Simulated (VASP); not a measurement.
# Al₂Pt: convergence, self-consistent run

Al₂Pt, Imm2 (no. 44), 3 atoms in the cell. PBE; PAW potentials Pt, Al (PBE set). VASP 6.6.1. The cell is changed on purpose: last atom moved by 0.04 Å along z, cell strained by +1.5% along z.

Wanted: energy within 2 meV/atom; forces within 0.01 eV/Å.

What the run is for: forces; Accuracy asked: standard.

POSCAR:
```
Al2Pt
1.0
    0.0000000000      2.9550000000      2.9993250000
    2.9550000000      0.0000000000      2.9993250000
    2.9550000000      2.9550000000      0.0000000000
Pt Al
1 2
Direct
    0.0000000000      0.0000000000      0.0000000000
    0.7500000000      0.7500000000      0.7500000000
    0.2567681900      0.2567681900      0.2432318100
```

The series start from Plane-wave cutoff (eV): 310; Smearing width (eV): 0.1; k-point mesh: 11 × 11 × 11; Precision mode (PREC): Accurate; Electronic threshold (eV): 1e-6; Bands in all (NBANDS): 19; Aspherical gradient terms in the spheres (LASPH): yes; Electronic algorithm: ALGO=Normal; Use of symmetry (ISYM): defaults; Density mixing: defaults. Each series keeps the choices made before it, and each single choice may use up half of a tolerance.

## Plane-wave cutoff (eV)

| Plane-wave cutoff (eV) | Energy less reference (meV/atom) | Forces, largest deviation (eV/Å) | SCF iterations | Time (s) |
|---|---|---|---|---|
| 190 | 27.0 | 0.009 | 13 | 21 |
| 240 | 4.2 | 0.000 | 13 | 22 |
| 280 | 0.3 | 0.001 | 13 | 24 |
| 310 | -0.2 | 0.001 | 13 | 27 |
| 360 | 0.4 | 0.001 | 13 | 52 |
| 420 | 0.1 | 0.000 | 13 | 54 |
| 500 | 0.0 | 0.000 | 13 | 63 |
| 620 (reference) | 0.0 | 0.000 | 13 | 137 |

Chosen: 280, the loosest value from which every tighter one stays within half of the tolerance.

## Smearing width (eV)

| Smearing width (eV) | Energy less reference (meV/atom) | Forces, largest deviation (eV/Å) | SCF iterations | Time (s) |
|---|---|---|---|---|
| 0.4 | -0.2 | 0.007 | 13 | 36 |
| 0.3 | -0.1 | 0.007 | 13 | 30 |
| 0.2 | -0.1 | 0.005 | 13 | 30 |
| 0.15 | 0.0 | 0.003 | 13 | 28 |
| 0.1 | 0.0 | 0.004 | 13 | 24 |
| 0.05 (reference) | 0.0 | 0.000 | 13 | 32 |

Chosen: 0.2.

## k-point mesh

| k-point mesh | Energy less reference (meV/atom) | Forces, largest deviation (eV/Å) | SCF iterations | Time (s) |
|---|---|---|---|---|
| 4 × 4 × 4 | 8.4 | 0.009 | 13 | 8.1 |
| 5 × 5 × 5 | 21.8 | 0.072 | 12 | 7.3 |
| 6 × 6 × 6 | -5.3 | 0.001 | 13 | 7.9 |
| 7 × 7 × 7 | 3.0 | 0.013 | 13 | 13 |
| 9 × 9 × 9 | -3.3 | 0.011 | 13 | 18 |
| 11 × 11 × 11 | 0.7 | 0.001 | 13 | 30 |
| 13 × 13 × 13 | -1.2 | 0.000 | 13 | 42 |
| 15 × 15 × 15 (reference) | 0.0 | 0.000 | 13 | 58 |

Chosen: 15 × 15 × 15; the next looser run is off by more than half of the tolerance, so convergence isn't shown beyond this value.

## Precision mode (PREC)

| Precision mode (PREC) | Energy less reference (meV/atom) | Forces, largest deviation (eV/Å) | SCF iterations | Time (s) |
|---|---|---|---|---|
| Low | -1.1 | 0.001 | 13 | 49 |
| SingleN | -3.9 | 0.011 | 13 | 64 |
| Normal | 0.0 | 0.000 | 13 | 57 |
| Accurate (reference) | 0.0 | 0.000 | 13 | 58 |

Chosen: Normal.

## Electronic threshold (eV)

| Electronic threshold (eV) | Energy less reference (meV/atom) | Forces, largest deviation (eV/Å) | SCF iterations | Time (s) |
|---|---|---|---|---|
| 0.001 | 0.1 | 0.002 | 9 | 38 |
| 0.0001 | 0.0 | 0.000 | 11 | 48 |
| 1e-5 | 0.0 | 0.000 | 11 | 65 |
| 1e-6 | 0.0 | 0.000 | 13 | 57 |
| 1e-7 | 0.0 | 0.000 | 13 | 72 |
| 1e-8 (reference) | 0.0 | 0.000 | 16 | 83 |

Chosen: 0.001.

## Bands in all (NBANDS)

| Bands in all (NBANDS) | Energy less reference (meV/atom) | Forces, largest deviation (eV/Å) | SCF iterations | Time (s) |
|---|---|---|---|---|
| 9 | 0.0 | 0.005 | 9 | 26 |
| 10 | 0.0 | 0.004 | 9 | 23 |
| 12 | 0.0 | 0.003 | 9 | 26 |
| 14 | 0.0 | 0.003 | 9 | 30 |
| 19 | 0.0 | 0.001 | 9 | 38 |
| 30 (reference) | 0.0 | 0.000 | 9 | 57 |

Chosen: 9.

## Aspherical gradient terms in the spheres (LASPH)

| Aspherical gradient terms in the spheres (LASPH) | Energy less reference (meV/atom) | Forces, largest deviation (eV/Å) | SCF iterations | Time (s) |
|---|---|---|---|---|
| no | 0.1 | 0.000 | 9 | 24 |
| yes (reference) | 0.0 | 0.000 | 9 | 26 |

Chosen: no.

## Electronic algorithm

| Electronic algorithm | Energy less reference (meV/atom) | Forces, largest deviation (eV/Å) | SCF iterations | Time (s) |
|---|---|---|---|---|
| ALGO=Normal | 0.0 | 0.000 | 9 | 24 |
| ALGO=Fast | 0.0 | 0.002 | 10 | 27 |
| ALGO=VeryFast | 10.4 | 0.012 | 16 | 34 |
| ALGO=All ISEARCH=1 | 0.1 | 0.022 | 10 | 26 |
| ALGO=All ISEARCH=0 | 0.1 | 0.022 | 10 | 24 |
| ALGO=Damped TIME=0.4 | 1.4 | 0.001 | 16 | 36 |
| ALGO=Damped TIME=0.1 | 1.7 | 0.005 | 26 | 47 |
| ALGO=Old Fast | -0.1 | 0.001 | 12 | 28 |

Chosen: ALGO=Normal; no other choice that stays within half of the tolerance saves 30 % of the time.

## Use of symmetry (ISYM)

| Use of symmetry (ISYM) | Energy less reference (meV/atom) | Forces, largest deviation (eV/Å) | SCF iterations | Time (s) |
|---|---|---|---|---|
| defaults | 0.0 | 0.000 | 9 | 24 |
| ISYM=1 | 0.0 | 0.000 | 9 | 27 |
| ISYM=0 | 0.0 | 0.000 | 9 | 67 |
| ISYM=-1 | 0.0 | 0.000 | 9 | 132 |

Chosen: defaults.

## Density mixing

| Density mixing | Energy less reference (meV/atom) | Forces, largest deviation (eV/Å) | SCF iterations | Time (s) |
|---|---|---|---|---|
| defaults | 0.0 | 0.000 | 9 | 24 |
| AMIX=0.4 AMIN=0.6 IMIX=2 | -0.1 | 0.002 | 17 | 46 |
| AMIX=0.8 | -0.1 | 0.002 | 10 | 28 |
| AMIX=0.1 | -0.1 | 0.002 | 10 | 28 |
| INIMIX=0 | 0.0 | 0.000 | 9 | 25 |
| AMIN=0.01 | 0.0 | 0.000 | 9 | 24 |
| BMIX=0.5 | 0.0 | 0.000 | 9 | 22 |

Chosen: defaults.

## All choices together

| Input | Energy less reference (meV/atom) | Forces, largest deviation (eV/Å) | Time (s) |
|---|---|---|---|
| the program's defaults (naive) | 11.4 | 0.019 | 1.7 |
| chosen settings | 0.4 | 0.007 | 24 |
| reference settings throughout | 0.0 | 0.000 | 526 |

The chosen settings stay within the tolerance of the reference run, but the reference itself isn't shown to be converged in: k-point mesh.

Values of the reference run: Forces: 0, 0, 0.1681, 0, 0, 0.06609, 0, 0, -0.2342 eV/Å.

## The input

INCAR:
```
SYSTEM = Al2Pt
  GGA = PE
  ISMEAR = 2
  SIGMA = 0.2
  LWAVE = .False.
  LCHARG = .False.
  ISIF = 2
  PREC = Normal
  LASPH = .False.
  LREAL = .False.
  ALGO = Normal
  EDIFF = 0.001
  NELM = 120
  GGA_COMPAT = .False.
  ENCUT = 280
  KPAR = 2
  NBANDS = 9
```

KPOINTS:
```
Automatic mesh
0
Gamma
  15 15 15
  0 0 0
```

Commands:
```
cat potpaw_PBE.64/Pt/POTCAR potpaw_PBE.64/Al/POTCAR > POTCAR
mpirun -np 2 vasp_std > vasp.out
```

The chosen input took VASP 6.6.1 24 s on 2 cores (Intel Xeon Platinum 8259CL @ 2.50GHz (Skylake/Cascade Lake)), a shared host.

## An input that fails: too few electronic steps

The electronic loop stops at its limit of 4 steps.

Changes against the starting input:
```
- NELM = 120
+ NELM = 4
```
